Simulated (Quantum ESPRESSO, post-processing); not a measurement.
# In2Se2, 1 layer, stepped through the field along the normal, part 4 of 4

What law, if any, do the results for In2Se2, 1 layer follow against the field along the normal?

Quantum ESPRESSO 7.5; plane-wave DFT, PBE, GBRV ultrasoft pseudopotentials.

So far. Step 2 (Relaxing cell and ions of the reference):  The last row is no step: it is a fresh SCF in the final cell with a new plane-wave basis, +1 meV from the row before. Step 5 (Bands along a path, 0 V/Å): Along this path the valence top lies between K and Γ and the conduction bottom at Γ.

**7. Self-consistent run, 0.4 V/Å**

File m9.scf.in:

```
&control
  prefix = 'm9.scf'
  outdir = './out'
  pseudo_dir = './pseudo'
  calculation = 'scf'
  tprnfor = .true.
  tefield = .true.
  dipfield = .true.
/
&system
  ibrav = 0
  nat = 4
  ntyp = 2
  ecutwfc = 40
  ecutrho = 200
  occupations = 'smearing'
  smearing = 'fd'
  degauss = 0.002
  edir = 3
  emaxpos = 0.97
  eopreg = 0.04
  eamp = 0.00777876
  nbnd = 25
/
&electrons
  conv_thr = 1e-09
  mixing_beta = 0.4
  electron_maxstep = 120
  mixing_mode = 'plain'
  startingpot = 'file'
/
ATOMIC_SPECIES
  Se  78.9710  se_pbe_v1.uspp.F.UPF
  In  114.8180  in_pbe_v1.4.uspp.F.UPF
CELL_PARAMETERS angstrom
  4.02853133900000 0.00000000000000 0.00000000000000
  -2.01426566900000 3.48881047900000 0.00000000000000
  0.00000000000000 0.00000000000000 22.14290946400000
ATOMIC_POSITIONS crystal
  Se  0.333333333300 0.666666666700 0.378510643300
  In  0.000000000000 0.000000000000 0.436915790100
  In  0.000000000000 0.000000000000 0.563084209900
  Se  0.333333333300 0.666666666700 0.621489356700
K_POINTS automatic
  6 6 1 0 0 0
```

Launch:

```
cp -r out/m0.scf.save out/m9.scf.save
OMP_NUM_THREADS=1 mpirun -n 4 pw.x -nk 2 -in m9.scf.in > m9.scf.out
```

Log:

```text
[banner, memory and clock lines left out]
Program PWSCF v.7.5 starts
[...]
number of electrons       =        38.00
     number of Kohn-Sham states=           25
     kinetic-energy cutoff     =      40.0000  Ry
     charge density cutoff     =     200.0000  Ry
[...]
number of k points=    20  Fermi-Dirac smearing, width (Ry)=  0.0020
[...]
Dense  grid:   100449 G-vectors     FFT dimensions: (  36,  36, 192)
[...]
The initial density is read from file :
[...]
negative rho (up, down):  3.924E-04 0.000E+00
[...]
Starting wfcs are   26 randomized atomic wfcs
[...]
negative rho (up, down):  3.706E-04 0.000E+00
[...]
estimated scf accuracy    <       0.27500877 Ry
[...]
negative rho (up, down):  3.599E-04 0.000E+00
[...]
estimated scf accuracy    <       6.63411432 Ry
[...]
negative rho (up, down):  3.631E-04 0.000E+00
[...]
estimated scf accuracy    <       0.02703376 Ry
[...]
negative rho (up, down):  3.678E-04 0.000E+00
[...]
estimated scf accuracy    <       0.01168093 Ry
[...]
negative rho (up, down):  3.722E-04 0.000E+00
[...]
estimated scf accuracy    <       0.00460666 Ry
[...]
negative rho (up, down):  3.787E-04 0.000E+00
[...]
estimated scf accuracy    <       0.00190434 Ry
[...]
negative rho (up, down):  3.829E-04 0.000E+00
[...]
estimated scf accuracy    <       0.00041370 Ry
[...]
negative rho (up, down):  3.877E-04 0.000E+00
[...]
estimated scf accuracy    <       0.00007723 Ry
[...]
negative rho (up, down):  3.875E-04 0.000E+00
[...]
estimated scf accuracy    <       0.00000145 Ry
[...]
negative rho (up, down):  3.873E-04 0.000E+00
[...]
estimated scf accuracy    <       0.00000009 Ry
[...]
negative rho (up, down):  3.873E-04 0.000E+00
[...]
estimated scf accuracy    <       0.00000004 Ry
[...]
negative rho (up, down):  3.872E-04 0.000E+00
[...]
estimated scf accuracy    <          1.2E-09 Ry
[...]
negative rho (up, down):  3.871E-04 0.000E+00
[...]
Computed dipole along edir(3) :
        Dipole                0.4275 Ry au,          1.0867 Debye
        Dipole field          0.0026 Ry au,
        E field amplitude [Ha a.u.]:  7.7788E-03
        Potential amp.        0.4194 Ry
        Total length         40.1703 bohr
[...]
the Fermi energy is    -0.8204 ev
!    total energy              =    -354.31200214 Ry
     estimated scf accuracy    <          4.7E-11 Ry
     smearing contrib. (-TS)   =      -0.00000000 Ry
     internal energy E=F+TS    =    -354.31200214 Ry
[...]
one-electron contribution =   -1317.59029414 Ry
     hartree contribution      =     673.38720491 Ry
     xc contribution           =    -134.97030107 Ry
     ewald contribution        =     424.86694598 Ry
     electric field correction =      -0.00555782 Ry
     convergence has been achieved in  13 iterations
     negative rho (up, down):  3.871E-04 0.000E+00
[...]
Total force =     0.007553     Total SCF correction =     0.000046
[...]
```

The job ended after 25 s (4 MPI ranks of Intel Xeon Platinum 8375C at 2.90GHz (Ice Lake), shared host; peak memory 0.46 GiB).

Read from the output:

```
free energy                          : -4820.6604 eV
Fermi energy                         : -0.8204 eV
dipole along the normal              : 0.2262 e·Å
valence top, on the run's zero       : -1.607 eV
conduction bottom, on the run's zero : -0.004649 eV
gap by band count                    : 1.602 eV
```

**8. Ground state, -0.4 V/Å**

m10.scf.in, as its differences from the input of step 7:

```diff
@@ -1,3 +1,3 @@
 &control
-  prefix = 'm9.scf'
+  prefix = 'm10.scf'
   outdir = './out'
@@ -21,3 +21,3 @@
   eopreg = 0.04
-  eamp = 0.00777876
+  eamp = -0.00777876
   nbnd = 25
```

Launch:

```
cp -r out/m0.scf.save out/m10.scf.save
OMP_NUM_THREADS=1 mpirun -n 4 pw.x -nk 2 -in m10.scf.in > m10.scf.out
```

Log:

```text
[banner, memory and clock lines left out]
Program PWSCF v.7.5 starts
[...]
number of electrons       =        38.00
     number of Kohn-Sham states=           25
     kinetic-energy cutoff     =      40.0000  Ry
     charge density cutoff     =     200.0000  Ry
[...]
number of k points=    20  Fermi-Dirac smearing, width (Ry)=  0.0020
[...]
Dense  grid:   100449 G-vectors     FFT dimensions: (  36,  36, 192)
[...]
The initial density is read from file :
[...]
negative rho (up, down):  3.924E-04 0.000E+00
[...]
Starting wfcs are   26 randomized atomic wfcs
[...]
negative rho (up, down):  3.707E-04 0.000E+00
[...]
estimated scf accuracy    <       0.27500413 Ry
[...]
negative rho (up, down):  3.601E-04 0.000E+00
[...]
estimated scf accuracy    <       6.63361301 Ry
[...]
negative rho (up, down):  3.633E-04 0.000E+00
[...]
estimated scf accuracy    <       0.02701826 Ry
[...]
negative rho (up, down):  3.680E-04 0.000E+00
[...]
estimated scf accuracy    <       0.01167623 Ry
[...]
negative rho (up, down):  3.724E-04 0.000E+00
[...]
estimated scf accuracy    <       0.00460403 Ry
[...]
negative rho (up, down):  3.788E-04 0.000E+00
[...]
estimated scf accuracy    <       0.00191848 Ry
[...]
negative rho (up, down):  3.830E-04 0.000E+00
[...]
estimated scf accuracy    <       0.00041906 Ry
[...]
negative rho (up, down):  3.876E-04 0.000E+00
[...]
estimated scf accuracy    <       0.00007772 Ry
[...]
negative rho (up, down):  3.875E-04 0.000E+00
[...]
estimated scf accuracy    <       0.00000116 Ry
[...]
negative rho (up, down):  3.873E-04 0.000E+00
[...]
estimated scf accuracy    <       0.00000007 Ry
[...]
negative rho (up, down):  3.873E-04 0.000E+00
[...]
estimated scf accuracy    <       0.00000004 Ry
[...]
negative rho (up, down):  3.872E-04 0.000E+00
[...]
estimated scf accuracy    <          1.3E-09 Ry
[...]
negative rho (up, down):  3.872E-04 0.000E+00
[...]
Computed dipole along edir(3) :
        Dipole               -0.4275 Ry au,         -1.0867 Debye
        Dipole field         -0.0026 Ry au,
        E field amplitude [Ha a.u.]: -7.7788E-03
        Potential amp.       -0.4194 Ry
        Total length         40.1703 bohr
[...]
the Fermi energy is    -0.9386 ev
!    total energy              =    -354.31200207 Ry
     estimated scf accuracy    <          3.8E-11 Ry
     smearing contrib. (-TS)   =      -0.00000000 Ry
     internal energy E=F+TS    =    -354.31200207 Ry
[...]
one-electron contribution =   -1317.59029709 Ry
     hartree contribution      =     673.38720831 Ry
     xc contribution           =    -134.97030144 Ry
     ewald contribution        =     424.86694598 Ry
     electric field correction =      -0.00555783 Ry
     convergence has been achieved in  13 iterations
     negative rho (up, down):  3.872E-04 0.000E+00
[...]
Total force =     0.007555     Total SCF correction =     0.000035
[...]
```

It took 25 s on 4 MPI ranks; peak memory 0.45 GiB.

Read from the output:

| Property | Result |
| --- | --- |
| Fermi energy | -0.9386 eV |
| dipole along the normal | -0.2262 e·Å |
| valence top, on the run's zero | -1.726 eV |
| conduction bottom, on the run's zero | -0.1235 eV |

**9. The series side by side**

The series in one table, energies over the lowest:

```tsv
the field along the normal	dipole (e Å)	gap along the path (eV)	upper vacuum line at the top atoms, over the zero (eV)	lower vacuum line at the bottom atoms, over the zero (eV)	energy (eV)
-0.4 V/Å	-0.2262	1.599	6.378	5.618	0.0000
-0.3 V/Å	-0.1696	1.601	6.277	5.707	0.0198
-0.2 V/Å	-0.1131	1.601	6.178	5.799	0.0339
-0.1 V/Å	-0.0565	1.602	6.081	5.891	0.0424
-0.05 V/Å	-0.02825	1.602	6.033	5.938	0.0445
0 V/Å	-0	1.602	5.985	5.985	0.0452
0.05 V/Å	0.02825	1.602	5.938	6.033	0.0445
0.1 V/Å	0.0565	1.602	5.891	6.081	0.0424
0.2 V/Å	0.1131	1.601	5.799	6.178	0.0339
0.3 V/Å	0.1696	1.601	5.707	6.277	0.0198
0.4 V/Å	0.2262	1.599	5.618	6.378	0.0000
```

**10. Worked from the printed numbers**

4πα/A = 180.95 × 0.5650 e Å²/V / 14.055 Å² = 7.27 Å.

In linear response the energy changes by −(p₀ + p)E/2: at 0.2 V/Å, −(-0.0000 + 0.1131) × 0.2/2 = -0.0113 eV; the runs give -0.0113 eV.

**11. Summary of results**

| Quantity | Value |
| --- | --- |
| 4πα/A from the weak fields | 7.27 Å |
| gap along the path, at -0.4 V/Å and at 0.4 V/Å | 1.60, 1.60 eV |
| upper vacuum line at the top atoms, over the zero, at -0.4 V/Å and at 0.4 V/Å | 6.38, 5.62 eV |
| lower vacuum line at the bottom atoms, over the zero, at -0.4 V/Å and at 0.4 V/Å | 5.62, 6.38 eV |

**Reading.** The series holds 11 members; 4πα/A from the weak fields: 7.27 Å (PBE, GBRV ultrasoft). The strongest fields leave the weak-field line by 0.1 % of the induced dipole. From -0.4 V/Å to 0.4 V/Å the gap along the path stays within 0.003 eV. From -0.4 V/Å to 0.4 V/Å the upper vacuum line at the top atoms, over the zero falls from 6.38 to 5.62 eV. From -0.4 V/Å to 0.4 V/Å the lower vacuum line at the bottom atoms, over the zero rises from 5.62 to 6.38 eV. Ions are held; semilocal gaps are too small; in strong fields empty levels can belong to the vacuum.

[Logs are printed without paths, hosts, clocks, repeated set-up lines and the standing remarks that a program may print on its own settings, such as how far it seeks lower states.]

[Hosts, paths, dates, database ids (printed as entryN), source tags and the programs' standing remarks are cut or masked in the printed files.]

[Maps of the electrostatic potential energy from Ansatz leave out the sawtooth potential of an applied field or a dipole correction, so their vacuum need not be flat; planar profiles and work functions include it.]
